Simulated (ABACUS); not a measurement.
# BP (F-43m) in ABACUS: notebook

Runs on BP. Level: LDA. Tasks: equation of state.

Everything below comes from runs of ABACUS 3.10.1. Logs are shortened: lines on timing, memory, paths and dates and some standing lists are left out, and cuts for length are marked.

**What was measured.**

From “Equation of state of single-crystal cubic boron phosphide”, 2014, arxiv:1407.1677, for a bulk crystal of BP at 300 K: bulk modulus 179 ± 1 GPa.

The results are compared with them further down.

### 1 The crystal as given

It takes space group F-43m (No. 216, cubic). The conventional cell has a = 4.538 Å, b = 4.538 Å, c = 4.538 Å, α = 90.00°, β = 90.00°, γ = 90.00°. P (site symmetry -43m) is surrounded by 4 B at 1.97 Å. B (site symmetry -43m) is surrounded by 4 P at 1.97 Å.

### 2 Equation of state, LDA, 10.98 Å³/atom (volume scaled by 0.94)

INPUT

```
INPUT_PARAMETERS
suffix              BP
calculation         scf
basis_type          pw
pseudo_dir          ./
symmetry            1
dft_functional      pz
ecutwfc             76
pseudo_rcut         7
nspin               1
nbands              8
ks_solver           dav
smearing_method     fd
smearing_sigma      0.00367493
scf_thr             1e-08
scf_nmax            100
mixing_type         broyden
mixing_beta         0.7
cal_force           1
cal_stress          1
kpar                4
```

STRU

```
ATOMIC_SPECIES
P 30.9738 P_ONCV_PBE-1.2.upf
B 10.8100 B_ONCV_PBE-1.2.upf

LATTICE_CONSTANT
1.8897261246

LATTICE_VECTORS
0.0000000000 2.2226808807 2.2226808807
2.2226808807 0.0000000000 2.2226808807
2.2226808807 2.2226808807 0.0000000000

ATOMIC_POSITIONS
Direct

P
0.0
1
0.7500000000 0.7500000000 0.7500000000 1 1 1

B
0.0
1
0.0000000000 0.0000000000 0.0000000000 1 1 1
```

KPT

```
K_POINTS
0
Gamma
7 7 7 0 0 0
```

Potentials or basis: SG15 ONCV 1.2 PBE, plane waves.

The run is started by

```
OMP_NUM_THREADS=1 mpirun -np 4 abacus > log
```

running log:

```text
ABACUS v3.10.1

               Atomic-orbital Based Ab-initio Computation at UStc

 ------------------------------------------------------------------------------------

 READING GENERAL INFORMATION
                           global_out_dir = OUT.BP/
                           global_in_card = INPUT
                               pseudo_dir = ./
                              orbital_dir =
                                    DSIZE = 4
                                    GSIZE = 1

 READING UNITCELL INFORMATION
                                    ntype = 2
                  lattice constant (Bohr) = 1.88973
              lattice constant (Angstrom) = 1

 READING ATOM TYPE 1
                               atom label = P
                      L=0, number of zeta = 1
                      L=1, number of zeta = 1
                      L=2, number of zeta = 1
             number of atom for this type = 1

 READING ATOM TYPE 2
                               atom label = B
                      L=0, number of zeta = 1
                      L=1, number of zeta = 1
                      L=2, number of zeta = 1
             number of atom for this type = 1

                        TOTAL ATOM NUMBER = 2
DIRECT COORDINATES
    atom                   x                   y                   z     mag                  vx                  vy                  vz
taud_P1            0.7500000000        0.7500000000        0.7500000000  0.0000        0.0000000000        0.0000000000        0.0000000000
taud_B1            0.0000000000        0.0000000000        0.0000000000  0.0000        0.0000000000        0.0000000000        0.0000000000

                          Volume (Bohr^3) = 148.203
                             Volume (A^3) = 21.9614

 Lattice vectors: (Cartesian coordinate: in unit of a_0)
                   +0            +2.22268            +2.22268
             +2.22268                  +0            +2.22268
             +2.22268            +2.22268                  +0
 Reciprocal vectors: (Cartesian coordinate: in unit of 2 pi/a_0)
            -0.224954           +0.224954           +0.224954
            +0.224954           -0.224954           +0.224954
            +0.224954           +0.224954           -0.224954
 The esolver type has been set to : ksdft_pw

                PAO radial cut off (Bohr) = 7

 Read in pseudopotential file is P_ONCV_PBE-1.2.upf
                     pseudopotential type = NC
          exchange-correlation functional = PBE
                 nonlocal core correction = 0
                        valence electrons = 5
                                     lmax = 1
                           number of zeta = 0
                     number of projectors = 4
                           L of projector = 0
                           L of projector = 0
                           L of projector = 1
                           L of projector = 1
 XC functional updated to : pz
[... 158 lines left out ...]

 PARALLEL PW FOR WAVE FUNCTIONS
     PROC   COLUMNS(POT)             PW
        1            211           1989
 --------------- sum -------------------
        1            211           1989

 SETUP NONLOCAL PSEUDOPOTENTIALS IN PLANE WAVE BASIS
 P non-local projectors:
 projector 1 L=0
 projector 2 L=0
 projector 3 L=1
 projector 4 L=1
 B non-local projectors:
 projector 1 L=0
 projector 2 L=0
 projector 3 L=1
 projector 4 L=1
      TOTAL NUMBER OF NONLOCAL PROJECTORS = 16

 Init Non-Local PseudoPotential table :
 Init Non-Local-Pseudopotential done.

                                     npwx = 1673

 -------------------------------------------
 SELF-CONSISTENT
 -------------------------------------------
                                 init_chg = atomic

 PW ALGORITHM --------------- ION=   1  ELEC=   1--------------------------------

 Density error is 0.172087494988
                          Error Threshold = 0.01
----------------------------------------------------------
     Energy           Rydberg                 eV
----------------------------------------------------------
 E_KohnSham     -18.8564689310       -256.5554216215
 E_Harris       -18.5851439002       -252.8638551920
 E_Fermi        0.7319635483         9.9588749858
----------------------------------------------------------
[... 63 lines left out ...]
 Density error is 1.65299677676e-10
                          Error Threshold = 2.35959062542e-10
----------------------------------------------------------
     Energy           Rydberg                 eV
----------------------------------------------------------
 E_KohnSham     -18.8971718144       -257.1092127607
 E_KS(sigma->0) -18.8971717770       -257.1092122516
 E_Harris       -18.8971564088       -257.1090031567
 E_band         1.9619038958         26.6930719108
 E_one_elec     7.0331134425         95.6904174979
 E_Hartree      1.1742658943         15.9767071297
 E_xc           -5.6840354575        -77.3352698567
 E_Ewald        -21.4205156188       -291.4410665136
 E_entropy(-TS) -0.0000000748        -0.0000010181
 E_descf        0.0000000000         0.0000000000
 E_exx          0.0000000000         0.0000000000
 E_Fermi        0.7784581876         10.5914670055
----------------------------------------------------------

 charge density convergence is achieved
 final etot is -257.10921276 eV
 EFERMI = 10.591467006 eV

 STATE ENERGY(eV) AND OCCUPATIONS    NSPIN == 1
 1/5 kpoint (Cartesian) = 0.0000 0.0000 0.0000 (1639 pws)
       1       -5.96258     0.00583090
       2        10.0982     0.00583060
       3        10.0982     0.00583060
       4        10.0982     0.00583060
       5        13.5795    6.49103e-29
       6        13.5795    6.49103e-29
       7        13.5795    6.49103e-29
       8        18.3706    1.57270e-70
[... 31 lines left out ...]
 5/5 kpoint (Cartesian) = 0.0000 0.0000 0.064272 (1655 pws)
       1       -5.44565      0.0349854
       2        8.58262      0.0349854
       3        8.58262      0.0349854
       4        8.65024      0.0349854
       5        12.7109    1.36240e-20
       6        15.6519    3.88249e-46
       7        15.6519    3.88249e-46
       8        17.7233    3.96172e-64

------------------------------------------------------------------------------------------
 TOTAL-FORCE (eV/Angstrom)
------------------------------------------------------------------------------------------
                        P1         0.0000000000         0.0000000000         0.0000000000
                        B1         0.0000000000         0.0000000000         0.0000000000
------------------------------------------------------------------------------------------

----------------------------------------------------------------
 TOTAL-STRESS (KBAR)
----------------------------------------------------------------
       104.1293020952        -0.0000000000        -0.0000000000
        -0.0000000000       104.1293020952         0.0000000000
        -0.0000000000         0.0000000000       104.1293020952
----------------------------------------------------------------
 TOTAL-PRESSURE: 104.129302 KBAR

 --------------------------------------------
 !FINAL_ETOT_IS -257.1092127607103635 eV
 --------------------------------------------
```

It took 1.5 s on 4 MPI ranks of Intel Xeon Platinum 8488C (Sapphire Rapids), shared host; peak memory 0.24 GiB.

What came out:

```
Free energy            : -257.1092 eV
Pressure               : 10.4 GPa
Band gap on the k mesh : 1.02 eV, indirect (least direct gap 3.48 eV)
```

Caveat: the potentials were made for another functional, which shifts forces and pressure; an odd mesh through Γ misses points on the zone boundary, where band edges often lie.

### 3 Equation of state, LDA, 11.45 Å³/atom (volume scaled by 0.98)

INPUT is that of step 2.

STRU: that of step 2 with these lines changed.

```diff
@@ -8,5 +8,5 @@
 LATTICE_VECTORS
-0.0000000000 2.2226808807 2.2226808807
-2.2226808807 0.0000000000 2.2226808807
-2.2226808807 2.2226808807 0.0000000000
+0.0000000000 2.2537713532 2.2537713532
+2.2537713532 0.0000000000 2.2537713532
+2.2537713532 2.2537713532 0.0000000000
```

KPT is that of step 2.

Potentials or basis: SG15 ONCV 1.2 PBE, plane waves.

The run is started by

```
OMP_NUM_THREADS=1 mpirun -np 4 abacus > log
```

Run time: 1.6 s. Hardware: 4 MPI ranks of Intel Xeon Platinum 8488C (Sapphire Rapids), shared host; peak memory 0.24 GiB.

The run converged. Its results:

```yaml
Free_energy: -257.1463 eV
Pressure: 2.5 GPa
Band_gap_on_the_k_mesh: 1.08 eV, indirect (least direct gap 3.41 eV)
```

Caveat: the potentials were made for another functional, which shifts forces and pressure; an odd mesh through Γ misses points on the zone boundary, where band edges often lie.

### 4 Equation of state, LDA, 11.92 Å³/atom (volume scaled by 1.02)

INPUT is that of step 3.

STRU: that of step 3 with these lines changed.

```diff
@@ -8,5 +8,5 @@
 LATTICE_VECTORS
-0.0000000000 2.2537713532 2.2537713532
-2.2537713532 0.0000000000 2.2537713532
-2.2537713532 2.2537713532 0.0000000000
+0.0000000000 2.2840269280 2.2840269280
+2.2840269280 0.0000000000 2.2840269280
+2.2840269280 2.2840269280 0.0000000000
```

KPT is that of step 3.

The run is started by

```
OMP_NUM_THREADS=1 mpirun -np 4 abacus > log
```

Wall time 1.5 s (4 MPI ranks of Intel Xeon Platinum 8488C (Sapphire Rapids), shared host); peak memory 0.24 GiB.

The run converged. Its results:

```
Free energy            : -257.1415 eV
Pressure               : -4.0 GPa
Band gap on the k mesh : 1.13 eV, indirect (least direct gap 3.34 eV)
```

Caveat: the potentials were made for another functional, which shifts forces and pressure; an odd mesh through Γ misses points on the zone boundary, where band edges often lie.

### 5 Equation of state, LDA, 12.38 Å³/atom (volume scaled by 1.06)

INPUT is that of step 4.

STRU: that of step 4 with these lines changed.

```diff
@@ -8,5 +8,5 @@
 LATTICE_VECTORS
-0.0000000000 2.2840269280 2.2840269280
-2.2840269280 0.0000000000 2.2840269280
-2.2840269280 2.2840269280 0.0000000000
+0.0000000000 2.3135014941 2.3135014941
+2.3135014941 0.0000000000 2.3135014941
+2.3135014941 2.3135014941 0.0000000000
```

KPT is that of step 4.

The run is started by

```
OMP_NUM_THREADS=1 mpirun -np 4 abacus > log
```

It took 1.5 s on 4 MPI ranks of Intel Xeon Platinum 8488C (Sapphire Rapids), shared host; peak memory 0.24 GiB.

It converged, with:

```yaml
Free_energy: -257.1021 eV
Pressure: -9.4 GPa
Band_gap_on_the_k_mesh: 1.18 eV, indirect (least direct gap 3.29 eV)
```

Caveat: the potentials were made for another functional, which shifts forces and pressure; an odd mesh through Γ misses points on the zone boundary, where band edges often lie.

### 6 Equation of state, LDA

Potentials or basis: SG15 ONCV 1.2 PBE, plane waves.

No new run: the results of the series are fitted here.

Results:

```
Equilibrium volume                      : 11.62 Å³/atom
Bulk modulus                            : 166 GPa
Pressure derivative of the bulk modulus : 3.7 (rough: it moves with the points fitted)
```

Energy against volume, from the lowest point:
| volume (Å³/atom) | energy (meV/atom) |
| --- | --- |
| 10.981 | 18.56 |
| 11.448 | 0.00 |
| 11.915 | 2.40 |
| 12.383 | 22.11 |

Caveat: the potentials were made for another functional, which shifts forces and pressure. LDA usually gives volumes a few per cent too small.

### 7 Against experiment

Step 6. A measured bulk modulus of BP is 179 GPa (300 K; “Equation of state of single-crystal cubic boron phosphide”, 2014, arxiv:1407.1677); the calculated 166 GPa misses it by -7.3 %. 3 values of this kind are on record (173 to 179 GPa); this one was drawn at random among those near their median, those with a stated uncertainty first. The fit is for a static lattice scaled at fixed shape and fixed fractional positions.
